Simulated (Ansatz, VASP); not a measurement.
**InSe, level by level in two programs**

```
CELL_PARAMETERS angstrom
2.02632 1.16990 8.55107
-2.02632 1.16990 8.55107
0.00000 -2.33979 8.55107
ATOMIC_POSITIONS crystal
In 0.88860 0.88860 0.88860
In 0.00000 0.00000 0.00000
Se 0.17190 0.17190 0.17190
Se 0.38350 0.38350 0.38350
```

Change from the starting cell: volume scaled by 1.04.

Single points on this cell with VASP 6.6.1 and Ansatz 0.2.0. Each row is one pair of runs. Alike in all rows: spin: off; k mesh: 8 × 8 × 8; smearing: fermi-dirac, width 0.05 eV; VASP's potentials, cutoff: VASP PAW PBE potentials, release 64 (In_d, Se), 520 eV.

| level | Ansatz's potentials, cutoff | gap on the k mesh at the Fermi level (eV), VASP | gap on the k mesh at the Fermi level (eV), Ansatz | least direct gap on the mesh (eV), VASP | least direct gap on the mesh (eV), Ansatz | pressure (GPa), VASP | pressure (GPa), Ansatz |
| --- | --- | --- | --- | --- | --- | --- | --- |
| PBE | Ansatz PAW, 420 eV | 0.33 | 0.34 | 0.33 | 0.34 | 0.8 | 0.7 |
| PBE | PseudoDojo standard (PBE files), 1170 eV | 0.33 | 0.33 | 0.33 | 0.33 | 0.8 | 0.8 |
| PBE | SPMS NC, 816 eV | 0.33 | 0.33 | 0.33 | 0.33 | 0.8 | 0.9 |
| PBEsol | Ansatz PAW, 420 eV | 0.24 | 0.25 | 0.24 | 0.25 | -1.6 | -1.7 |

Gap on the k mesh at the fermi level (eV): the two programs differ by at most 0.012; least direct gap on the mesh (eV): the two programs differ by at most 0.012; pressure (GPa): the two programs differ by at most 0.11.

Caveats: spin-orbit coupling is left out, which moves the levels of the heavy elements (some rows); the PAW data sets were made with another functional, which shifts forces and pressure a little (VASP); the PAW data sets come from PBE, with cores solved anew for the run's functional, which leaves a small shift of forces and pressure (Ansatz).
